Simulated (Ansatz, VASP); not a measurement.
Given: the input of a run of Ansatz 0.2.0 on PbF2 (Fluorocronite).

The input input.yaml:

```yaml
crystal:
  lattice:
    - [0.0, 3.0217857373, 3.0217857373]
    - [3.0217857373, 0.0, 3.0217857373]
    - [3.0217857373, 3.0217857373, 0.0]
  atoms:
    - { symbol: Pb, position: [0.0, 0.0, 0.0] }
    - { symbol: F, position: [0.75, 0.75, 0.75] }
    - { symbol: F, position: [0.25, 0.25, 0.25] }
hamiltonian:
  xc: pbesol
  pseudopotentials: { kind: paw }
kpoints:
  mp_grid: { grid: [8, 8, 8] }
scf:
  occupations: { method: fermi_dirac, width: 0.05 }
output:
  forces: true
  stress: true
  eigenvalues: true
```

Potentials or basis: Ansatz PAW.

The run is started by

```sh
$ ansatz run input.yaml --threads 2 --pin off --max-ram 5632MiB --backend cpu --events-out ev --progress --plain --runs-dir out
```

Translate it to VASP 6.6.1. Potentials there: VASP PAW PBE potentials, release 64 (Pb_d, F).

As run (the cutoff follows the program's own potentials):

INCAR

```
SYSTEM = PbF2
ALGO = Normal ; EDIFF = 1E-7
ENCUT = 520 ; GGA = PS
ISIF = 2 ; ISMEAR = -1
LASPH = .True. ; LCHARG = .False.
LREAL = .False. ; LWAVE = .False.
NBANDS = 21 ; NELM = 100
PREC = Accurate ; SIGMA = 0.05
```

File KPOINTS:

```
k-points
0
Gamma
  8 8 8
  0 0 0
```

File POSCAR:

```
PbF2
1.0
    0.0000000000      3.0217857373      3.0217857373
    3.0217857373      0.0000000000      3.0217857373
    3.0217857373      3.0217857373      0.0000000000
Pb F
1 2
Direct
    0.0000000000      0.0000000000      0.0000000000
    0.7500000000      0.7500000000      0.7500000000
    0.2500000000      0.2500000000      0.2500000000
```

Potentials or basis: VASP PAW PBE potentials, release 64 (Pb_d, F).

The run is started by

```sh
$ cat potpaw_PBE.64/Pb_d/POTCAR potpaw_PBE.64/F/POTCAR > POTCAR
$ mpirun -np 1 vasp_std > vasp.out
```

Both were run:

|  | VASP | Ansatz | Ansatz less VASP |
| --- | --- | --- | --- |
| gap on the k mesh at the Fermi level (eV) | 4.30 | 4.30 | +0.008 |
| least direct gap on the mesh (eV) | 4.45 | 4.46 | +0.005 |
| pressure (GPa) | -4.9 | -4.7 | +0.22 |

With one functional, cell and mesh, what is left measures potentials, basis and numerics.

Caveats: spin-orbit coupling is left out, which as a rule narrows the gap of such compounds by several tenths of an eV; the PAW data sets were made with another functional, which shifts forces and pressure a little (VASP); the pressure holds a Pulay correction of +0.5 GPa for the finite cutoff (Ansatz); the PAW data sets come from PBE, with cores solved anew for the run's functional, which leaves a small shift of forces and pressure (Ansatz). A k mesh can miss the band edges.
